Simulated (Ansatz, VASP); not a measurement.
Hf in VASP and in Ansatz

```
Hf
1.0
     3.16077    0.00000    0.00000
    -1.58039    2.73731    0.00000
     0.00000    0.00000    4.99369
Hf
2
Direct
  0.33333 0.66667 0.25000
  0.66667 0.33333 0.75000
```

Alike in both runs: functional PBEsol; k mesh 16 × 16 × 10; occupations gaussian, width 0.05 eV; no spin polarisation.

Ansatz relaxed the structure, and its values are those at the end. VASP's run is a single point on that final structure, the one shown.

|  | VASP | Ansatz |
| --- | --- | --- |
| version | VASP 6.6.1 | Ansatz 0.2.0 |
| potentials or method | VASP PAW PBE potentials, release 64 (Hf_pv) | scalar-relativistic, plane waves, PAW |
| plane-wave cutoff (eV) | 520 | 420 |
| valence electrons in the cell | 20 | 52 |

```csv
,VASP,Ansatz,Ansatz less VASP
gap on the k mesh at the Fermi level (eV),none,none,-
pressure (GPa),-0.3,0.0,+0.35
```

A gap of «none» marks a metal or a gap that the smearing closes. The two sets of potentials don't hold the same shells in valence.

Caveats: the PAW data sets were made with another functional, which shifts forces and pressure a little (VASP). The runs have no spin-orbit coupling, so splittings on Hf are missing.
